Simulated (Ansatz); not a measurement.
## TaS₂: pressure against volume, fitted

```xyz
3
Lattice="3.3500 0.0000 0.0000 -1.6750 2.9012 0.0000 0.0000 0.0000 5.8600" Properties=species:S:1:pos:R:3 pbc="T T T"
Ta    0.0000    0.0000    0.0000
S     0.0000    1.9341    1.4650
S     1.6750    0.9671    4.3950
```

Atoms are numbered in the order listed.

The cell comes from COD entry 1537360, which wasn't checked; take it as a given geometry. It differs from other determinations.

Spin polarisation is left out, and whether a magnetic state lies lower isn't shown here.

No spin–orbit coupling, which matters for the heavy atoms here.

All numbers below come from DFT, PBEsol, all-electron LAPW, scalar-relativistic (Ansatz 0.2.0).

Sampling and basis: a Γ-centred 8×8×4 k mesh, Fermi–Dirac smearing of 0.02 eV, basis error target 1 meV/atom, no spin polarisation.

The cell is scaled evenly. Fractional coordinates are held (clamped ions).

```csv
V (Å³/atom),P (GPa)
18.225,10.88
18.605,7.43
18.795,5.83
18.984,4.32
19.174,2.87
19.364,1.49
19.744,-1.06
20.123,-3.37
```

(1) Fit a third-order Birch–Murnaghan curve to the pressures.

(2) Predict the pressure at the withheld volume, 17.845 Å³/atom.

## Answers

(1) P = (3B0/2)(y^(7/2) − y^(5/2))[1 + (3/4)(B0′ − 4)(y − 1)] with y = (V0/V)^(2/3) fits within 0.01 GPa for V0 = 19.582 Å³/atom, B0 = 130.6 GPa and B0′ = 4.13.

(2) There y = 1.0639, so the fit gives 14.70 GPa; the run gave 14.68 GPa.
